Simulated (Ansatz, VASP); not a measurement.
Two plane-wave programs on V

INCAR

```
PREC = Accurate
ENCUT = 600
EDIFF = 1E-6
ISMEAR = -1
SIGMA = 0.1
LREAL = F
LASPH = T
NELM = 80
ALGO = Normal
ISIF = 3
LWAVE = F
LCHARG = F
GGA = B5
ALDAX = 1.0
AGGAX = 1.0
AGGAC = 1.0
ALDAC = 0.0
IBRION = 2
NSW = 80
EDIFFG = -0.01
```

File KPOINTS:

```
Automatic mesh
0
Gamma
  15 15 15
```

File POSCAR:

```
V
1.0
   -1.5120000000      1.5120000000      1.5120000000
    1.5120000000     -1.5120000000      1.5120000000
    1.5120000000      1.5120000000     -1.5120000000
V
1
Direct
    0.0000000000      0.0000000000      0.0000000000
```

Input for Ansatz:

```yaml
crystal:
  lattice:
    - [-1.512, 1.512, 1.512]
    - [1.512, -1.512, 1.512]
    - [1.512, 1.512, -1.512]
  atoms:
    - { symbol: V, position: [0.0, 0.0, 0.0] }
hamiltonian:
  xc: blyp
  pseudopotentials:
    kind: paw
    azcp:
      V: "pseudopotentials/V.paw.azcp"
basis:
  ecutwfc: 420
  fft_grid_basis: typed
kpoints:
  mp_grid: { grid: [15, 15, 15], shift: [0, 0, 0] }
magnetization:
  spin_polarized: false
scf:
  occupations: { method: fermi_dirac, width: 0.1 }
relax:
  max_steps: 60
  f_tol: 0.01
  cell: {}
```

Alike in both runs: task relaxation of cell and atoms; functional BLYP; k mesh 15 × 15 × 15; occupations fermi-dirac, width 0.1 eV; no spin polarisation.

|  | VASP | Ansatz |
| --- | --- | --- |
| version | VASP 6.6.1 | Ansatz 0.2.0 |
| potentials or method | VASP PAW PBE potentials, release 64 (V_sv) | plane waves (420 eV) with PAW, scalar-relativistic |
| plane-wave cutoff (eV) | 600 | 420 |
| valence electrons in the cell | 13 | 13 |

Ansatz gave:

- relaxed volume (Å³/atom): 13.86
- relaxed cell length with the largest relative difference (Å): 2.621

Question: Estimate VASP's values.

Answer: Relaxed volume (Å³/atom): 13.89; relaxed cell length with the largest relative difference (Å): 2.623.

Caveats: the PAW data sets were made with another functional, which shifts forces and pressure a little (VASP). Zero-point motion and thermal expansion aren't in these numbers. BLYP gives volumes clearly too large for solids.
